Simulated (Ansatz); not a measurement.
# AlN (P6_3mc): equation of state

One table from this session's results is given with a row withheld; the runs are named, their logs left out.

Computed with Ansatz 0.2.0 (DFT PBE, scalar-relativistic, plane waves, PAW, unless a step's input says otherwise).

2 further runs of the same task are left out: 1 that didn't finish, 1 set aside as unsound or not needed. Runs told in other sessions of the task aren't counted.

## The system as given

It takes space group P6_3mc (No. 186, hexagonal). Conventional cell: a = 3.130 Å, b = 3.130 Å, c = 5.018 Å, α = 90.00°, β = 90.00°, γ = 120.00°. Around Al (site symmetry 3m) lie 4 N at 1.90 to 1.91 Å. Around N (site symmetry 3m) lie 4 Al at 1.90 to 1.91 Å.

As a file:

```
CELL_PARAMETERS angstrom
3.13023 0.00000 0.00000
-1.56512 2.71086 0.00000
0.00000 0.00000 5.01807
ATOMIC_POSITIONS crystal
Al 0.33333 0.66667 0.00173
Al 0.66667 0.33333 0.50173
N 0.33333 0.66667 0.38327
N 0.66667 0.33333 0.88327
```

An earlier run at PBE left this cell at 10.645 Å³/atom and 0.00 GPa (12×12×8 mesh).

Volume factors to run: 0.980, 1.020, 0.960, 1.040.

Set-up of the first run:

input.yaml reads:

```yaml
crystal:
  lattice:
    - [3.1092216008, 0.0, 0.0]
    - [-1.5546108004, 2.6926648923, 0.0]
    - [0.0, 0.0, 4.9843895782]
  atoms:
    - { symbol: Al, position: [0.3333333333, 0.6666666667, 0.0017302439] }
    - { symbol: Al, position: [0.6666666667, 0.3333333333, 0.5017302439] }
    - { symbol: "N", position: [0.3333333333, 0.6666666667, 0.3832697561] }
    - { symbol: "N", position: [0.6666666667, 0.3333333333, 0.8832697561] }
basis:
  ecutwfc: 420
  ecutrho_ratio: 4
kpoints:
  mp_grid: { grid: [12, 12, 8] }
hamiltonian:
  xc: pbe
scf:
  occupations: { method: gaussian, width: 0.05 }
output:
  forces: true
  stress: true
  eigenvalues: true
relax:
  f_tol: 0.01
  max_steps: 40
  cell: { stress_tol: 0.1, fix: [volume] }
```

Started as:

```sh
$ ansatz run input.yaml --threads 2 --pin off --max-ram 2662MiB --backend cpu --events-out ev --progress --plain --runs-dir out
```

Among the steps run: Scaling the volume by 0.980; At 1.020 of the relaxed volume; At 0.960 of the relaxed volume; Scaling the volume by 1.040.

One table of the session follows, with a row left open; its other results are not shown here.

It belongs to the step «The fit». 

| volume (Å³/atom) | energy (meV/atom) | pressure (GPa) | gap (eV) |
| --- | --- | --- | --- |
| 10.220 | 10.95 | 8.51 | 4.37 |
| 10.432 | 2.64 | 4.06 | 4.20 |
| 10.645 | 0.00 | 0.00 | 4.03 |
| 10.858 | ? | ? | ? |
| 11.071 | 9.60 | -7.00 | 3.71 |

Estimate the missing values for volume (Å³/atom) = 10.858.

Worked estimate for «energy (meV/atom)». A straight line through the neighbours (10.645, 0.00) and (11.071, 9.60) gives 0.00 + (9.60 − 0.00) × (10.858 − 10.645) / (11.071 − 10.645) = 4.80; a parabola fitted to 3 rows on both sides gives 2.32.

As computed: energy (meV/atom): 2.46; pressure (GPa): -3.67; gap (eV): 3.87. In «energy (meV/atom)» the line misses by +2.34 and the parabola by -0.14.
